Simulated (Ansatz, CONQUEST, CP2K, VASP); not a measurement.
## KBr: equilibrium volume by level of theory

**What was measured.** The equilibrium volume of KBr (Fm-3m) is reported as 35.91 Å³/atom at 298.15 K (a printed reference work). The runs below try to reproduce it.

Symmetry: Fm-3m, No. 225, cubic system. The conventional cell has a = 6.600 Å, b = 6.600 Å, c = 6.600 Å, α = 90.00°, β = 90.00°, γ = 90.00°. Br (site symmetry m-3m) is surrounded by 6 K at 3.30 Å. Around K (site symmetry m-3m) lie 6 Br at 3.30 Å.

| rung | level | program and potentials | cutoff (eV) | k mesh | smearing | task | equilibrium volume (Å³/atom) | miss | notes |
| --- | --- | --- | --- | --- | --- | --- | --- | --- | --- |
| LDA | LDA | Ansatz, Ansatz PAW | 420 | 7 × 7 × 7 | fermi-dirac 0.05 | relaxation of cell and atoms | 32.39 | -9.8 % | potentials made for PBE, which Ansatz adapts in part |
| GGA | BLYP | Ansatz, Ansatz PAW | 420 | 7 × 7 × 7 | fermi-dirac 0.05 | relaxation of cell and atoms | 39.55 | +10.1 % | potentials made for PBE, which Ansatz adapts in part |
| GGA | PBE | Ansatz, Ansatz PAW | 420 | 7 × 7 × 7 | fermi-dirac 0.05 | relaxation of cell and atoms | 37.61 | +4.7 % | - |
| GGA | PBE | CONQUEST, PseudoDojo NC PBE, SZP, grid of 48 × 48 × 64 points | - | 6 × 6 × 4 | fermi-dirac 0.05 | equation of state | 37.51 | +4.5 % | atomic basis; cell of 4 atoms |
| GGA | PBEsol | Ansatz, Ansatz PAW | 420 | 7 × 7 × 7 | fermi-dirac 0.05 | relaxation of cell and atoms | 35.11 | -2.2 % | potentials made for PBE, which Ansatz adapts in part |
| GGA | PBEsol | CP2K, POTENTIAL_UZH Br GTH-PBE-q7, K GTH-PBE-q9; TZVP-MOLOPT-PBE-GTH basis | - | 7 × 7 × 7 | fermi-dirac 0.01 | equation of state | 35.46 | -1.3 % | atomic basis; potentials made for PBE |
| GGA | PBEsol | VASP, PBE PAW files Br, K_sv, 520 eV | 520 | 7 × 7 × 7 | fermi-dirac 0.05 | equation of state | 35.28 | -1.8 % | potentials made for PBE |
| GGA + dispersion | PBEsol+D3(BJ) | Ansatz, Ansatz PAW | 420 | 7 × 7 × 7 | fermi-dirac 0.05 | relaxation of cell and atoms | 33.03 | -8.0 % | potentials made for PBE, which Ansatz adapts in part |
| GGA + dispersion | PBEsol+D3(BJ)+ATM | Ansatz, Ansatz PAW | 420 | 7 × 7 × 7 | fermi-dirac 0.05 | relaxation of cell and atoms | 33.22 | -7.5 % | potentials made for PBE, which Ansatz adapts in part |
| GGA | revPBE | Ansatz, Ansatz PAW | 420 | 7 × 7 × 7 | fermi-dirac 0.05 | relaxation of cell and atoms | 40.94 | +14.0 % | potentials made for PBE, which Ansatz adapts in part |
| non-local van der Waals functional | rev-vdW-DF2 | VASP, PBE PAW files Br, K_sv, 600 eV | 600 | 7 × 7 × 7 | fermi-dirac 0.05 | relaxation of cell and atoms | 35.64 | -0.8 % | potentials made for PBE |
| meta-GGA | r2SCAN | Ansatz, Ansatz PAW | 500 | 7 × 7 × 7 | fermi-dirac 0.05 | relaxation of cell and atoms | 36.01 | +0.3 % | potentials made for PBE, which Ansatz adapts in part |

All rows: no spin polarisation. Smearing widths are in eV. Meshes differ between rows, which moves values too. Meshes are those of the run's cell of 2 atoms unless a note names another. Relaxations start from the cell shown or near it and stop with a little pressure left. Misses use the values as printed. Runs on faulty files, with rough fits or with known faults for this quantity aren't shown. No row holds spin-orbit coupling.

By rung: LDA 32.39; GGA 35.11 to 40.94; GGA + dispersion 33.03 to 33.22; non-local van der Waals functional 35.64; meta-GGA 36.01; GGA in atomic bases 35.46 to 37.51 (Å³/atom). Measured: 35.91 Å³/atom at 298.15 K (a printed reference work). Closest, coarse meshes and atomic bases left aside, is r2SCAN (+0.3 %), and PBE misses by +4.7 % on plain settings. The runs are for a static lattice, while measurements hold temperature and zero-point motion.
